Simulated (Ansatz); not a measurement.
## Band table of H

```xyz
4
Lattice="3.8401 0.0000 0.0000 -1.9201 3.3257 0.0000 0.0000 0.0000 5.0467" Properties=species:S:1:pos:R:3 pbc="T T T"
H     0.0000    2.2171    0.8907
H     1.9201    1.1086    3.4140
H     1.9201    1.1086    4.1559
H     0.0000    2.2171    1.6326
```

Atoms are numbered in the order listed.

The cell is the one relaxed in the Materials Project (mp-24504), not relaxed further here; entries there can be hypothetical.

Method: DFT, PBE, all-electron LAPW, scalar-relativistic in Ansatz 0.2.0.

The runs use a Γ-centred 9×9×6 k mesh, Fermi–Dirac smearing of 0.02 eV, basis error target 0.5 meV/atom, no spin polarisation.

Path points, in fractions of the reciprocal vectors: Γ (0.000, 0.000, 0.000), M (0.500, 0.000, 0.000), K (0.333, 0.333, 0.000), A (0.000, 0.000, 0.500), L (0.500, 0.000, 0.500), H (0.333, 0.333, 0.500). Levels in eV from the valence-band top; bands 1 to 4, counted from the lowest band of the run. The gap is 9.40 eV, direct at Γ.

```
# k(1/Å) point b1 b2 b3 b4
0.000 Γ -1.40 0.00 9.40 11.98
0.118 - -1.38 0.00 9.44 11.91
0.236 - -1.32 -0.01 9.58 11.74
0.354 - -1.22 -0.02 9.81 11.48
0.472 - -1.10 -0.04 10.12 11.16
0.590 - -0.96 -0.08 10.50 10.84
0.708 - -0.82 -0.13 10.55 10.94
0.827 - -0.70 -0.19 10.36 11.37
0.945 M -0.65 -0.22 10.30 11.60
1.013 - -0.65 -0.22 10.31 11.62
1.081 - -0.63 -0.23 10.33 11.66
1.149 - -0.61 -0.24 10.37 11.73
1.217 - -0.58 -0.26 10.42 11.84
1.286 - -0.54 -0.28 10.48 11.97
1.354 - -0.50 -0.31 10.52 12.13
1.422 - -0.45 -0.35 10.55 12.32
1.490 K -0.40 -0.40 10.56 12.54
1.626 - -0.52 -0.30 10.55 12.01
1.763 - -0.67 -0.20 10.60 11.42
1.899 - -0.84 -0.12 10.76 10.85
2.035 - -1.01 -0.06 10.35 11.03
2.172 - -1.17 -0.03 9.94 11.36
2.308 - -1.29 -0.01 9.64 11.67
2.444 - -1.37 0.00 9.46 11.89
2.581 Γ -1.40 0.00 9.40 11.98
2.659 - -1.39 -0.02 9.42 11.94
2.736 - -1.35 -0.06 9.47 11.82
2.814 - -1.30 -0.14 9.55 11.64
2.892 - -1.22 -0.24 9.67 11.42
2.970 - -1.13 -0.36 9.82 11.17
3.048 - -1.02 -0.49 9.99 10.92
3.126 - -0.89 -0.63 10.20 10.67
3.203 A -0.76 -0.76 10.42 10.42
3.321 - -0.75 -0.75 10.40 10.40
3.440 - -0.71 -0.71 10.35 10.35
3.558 - -0.66 -0.66 10.27 10.27
3.676 - -0.59 -0.59 10.17 10.17
3.794 - -0.53 -0.53 10.07 10.07
3.912 - -0.47 -0.47 9.98 9.98
4.030 - -0.43 -0.43 9.92 9.92
4.148 L -0.41 -0.41 9.90 9.90
4.216 - -0.41 -0.41 9.92 9.92
4.284 - -0.41 -0.41 9.95 9.95
4.353 - -0.40 -0.40 10.02 10.02
4.421 - -0.39 -0.39 10.10 10.10
4.489 - -0.39 -0.39 10.19 10.19
4.557 - -0.38 -0.38 10.28 10.28
4.625 - -0.37 -0.37 10.35 10.35
4.693 H -0.37 -0.37 10.38 10.38
4.830 - -0.38 -0.38 10.30 10.30
4.966 - -0.42 -0.42 10.17 10.17
5.102 - -0.48 -0.48 10.12 10.12
5.239 - -0.55 -0.55 10.15 10.15
5.375 - -0.63 -0.63 10.24 10.24
5.512 - -0.70 -0.70 10.33 10.33
5.648 - -0.75 -0.75 10.40 10.40
5.784 A -0.76 -0.76 10.42 10.42
```
